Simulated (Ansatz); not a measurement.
An Ansatz run on a 6-atom cell of ZnS (R3m) from a materials database left the output below. The starting cell comes from a relaxation with PBE.

Structure:
```cif
data_structure
_symmetry_space_group_name_H-M 'P 1'
_symmetry_Int_Tables_number 1
_cell_length_a 9.7065
_cell_length_b 9.7065
_cell_length_c 9.7065
_cell_angle_alpha 22.855
_cell_angle_beta 22.855
_cell_angle_gamma 22.855
_cell_volume 121.06
loop_
_atom_site_label
_atom_site_type_symbol
_atom_site_fract_x
_atom_site_fract_y
_atom_site_fract_z
_atom_site_occupancy
Zn1 Zn 0.99997 0.99997 0.99997 1
Zn2 Zn 0.22225 0.22225 0.22225 1
Zn3 Zn 0.44453 0.44453 0.44453 1
S1 S 0.08330 0.08330 0.08330 1
S2 S 0.52785 0.52785 0.52785 1
S3 S 0.30543 0.30543 0.30543 1
```

The output, standing remarks left out:
```
Pseudopotential: Zn, paw, valence charge 12, recommended cutoff 420 eV (normal)
Pseudopotential: S, paw, valence charge 6, recommended cutoff 420 eV (normal)
Functional definition: PBEsol
Crystal: 6 atoms, lattice volume = 121.059 Å³
Basis set: ecut = 420 eV, 2365 PW (Γ), FFT grids on a1−a3, a2−a3, a3
Bands: 33, of which v1, the nominal top of the filled ones, is band 27 counted from 1 (26 counted from 0)
Symmetry: 6 space group operations
Space group: R3m (ITA 160)
k-points: 65 of 512 (time reversal used)
preconditioner: auto → Resta (q_TF=auto, 2.385 Å⁻¹)  ε∞=6.7  [insulator: Δε(μ)=1.869 eV  σ=0.020 eV  ℏωp=24.8 eV]
SCF 1 converged in 7 iterations: F = -12502.246941 eV  dr2 = 8.60e-8
relax step 1: F+E_penalty+E_count = -12502.24694146 eV  max|allowed force component| = 2.918e-3 eV/Å  Δτ_max = 0.0000 Å  P = -3.432 GPa  Ω = 121.059 Å³
SCF 2 converged in 6 iterations: F = -12502.302470 eV  dr2 = 5.69e-8
relax step 2: F+E_penalty+E_count = -12502.30247034 eV  max|allowed force component| = 5.484e-3 eV/Å  Δτ_max = 0.0002 Å  P = -1.427 GPa  Ω = 117.521 Å³
SCF 3 converged in 6 iterations: F = -12502.313255 eV  dr2 = 2.91e-8
relax step 3: F+E_penalty+E_count = -12502.31325522 eV  max|allowed force component| = 4.979e-3 eV/Å  Δτ_max = 0.0010 Å  P = +0.133 GPa  Ω = 115.125 Å³
SCF 4 converged in 5 iterations: F = -12502.313262 eV  dr2 = 5.83e-9
relax step 4: F+E_penalty+E_count = -12502.31326194 eV  max|allowed force component| = 6.074e-3 eV/Å  Δτ_max = 0.0009 Å  P = +0.001 GPa  Ω = 115.317 Å³
SCF 5 converged in 5 iterations: F = -12502.313267 eV  dr2 = 1.60e-10
relax step 5: F+E_penalty+E_count = -12502.31326733 eV  max|allowed force component| = 6.387e-5 eV/Å  Δτ_max = 0.0004 Å  P = +0.000 GPa  Ω = 115.318 Å³
SCF 6 converged in 7 iterations: F = -12502.311230 eV  dr2 = 1.56e-11
relax step 6: F+E_penalty+E_count = -12502.31122952 eV  max|allowed force component| = 7.664e-5 eV/Å  Δτ_max = 0.0000 Å  P = -0.001 GPa  Ω = 115.318 Å³  (SCF on a basis re-selected at this cell)
SCF converged after 7 iterations
Free energy (F): -12502.311230 eV
Fermi energy:    7.123017 eV
--- Per-component energies (eV) ---
  E_band       = 21.678975
  E_kinetic    = 715.970979
  E_local      = -6080.024933
  E_nonlocal   = 1931.639687
  E_hartree    = 2538.998746
  E_xc         = -696.394370
  E_vxc        = -421.015169
  E_paw        = -7125.130013
  E_vpaw       = -1202.888061
  E_ewald      = -3789.948126
  E_core_change = 2.577913
--- Stress (GPa, compression-positive) ---
       -0.001126       0.000000       0.000000
        0.000000      -0.001126       0.000000
        0.000000       0.000000      -0.002032
  P = ⅓ Tr σ = -0.0014 GPa (-0.014 kbar)
--- Relaxed structure (5 steps of the walk, 5 accepted, 1 SCFs on fresh bases) ---
  F+E_penalty+E_count = -12502.31122952 eV   max|allowed force component| = 7.664e-5 eV/Å
  cell:  # Å, volume = 115.3183 Å³
    - [1.891947, 1.092316, 9.300146]
    - [-1.891947, 1.092316, 9.300146]
    - [0.000000, -2.184632, 9.300146]
  atoms:
    - { symbol: Zn, position: [0.999984, 0.999984, 0.999984] }
    - { symbol: Zn, position: [0.222294, 0.222294, 0.222294] }
    - { symbol: Zn, position: [0.444570, 0.444570, 0.444570] }
    - { symbol: S, position: [0.083262, 0.083262, 0.083262] }
    - { symbol: S, position: [0.527823, 0.527823, 0.527823] }
    - { symbol: S, position: [0.305393, 0.305393, 0.305393] }
```

Task: Reconstruct the input.

Result:
```yaml
crystal:
  # lattice and atoms as above
kpoints:
  mp_grid: { grid: [8, 8, 8] }
hamiltonian:
  xc: pbesol
scf:
  occupations: { method: fermi_dirac, width: 0.02 }
relax:
  f_tol: 0.005
  cell: {}
```
The relax steps with a changing cell volume need the relax block with cell. This is the file that was run, less any keys that only write grids; thresholds and some counts can't be read off the log exactly.

Command: `ansatz run input.yaml --threads 4 --pin off --max-ram 5529MiB --backend cpu --events-out ev --progress --plain --runs-dir out`. It took 35 s on 4 threads of Arm Neoverse V1, with other jobs on the host, load about 0.5 per core; peak host memory 0.52 GiB.

(Simulation; spin polarisation is off.)
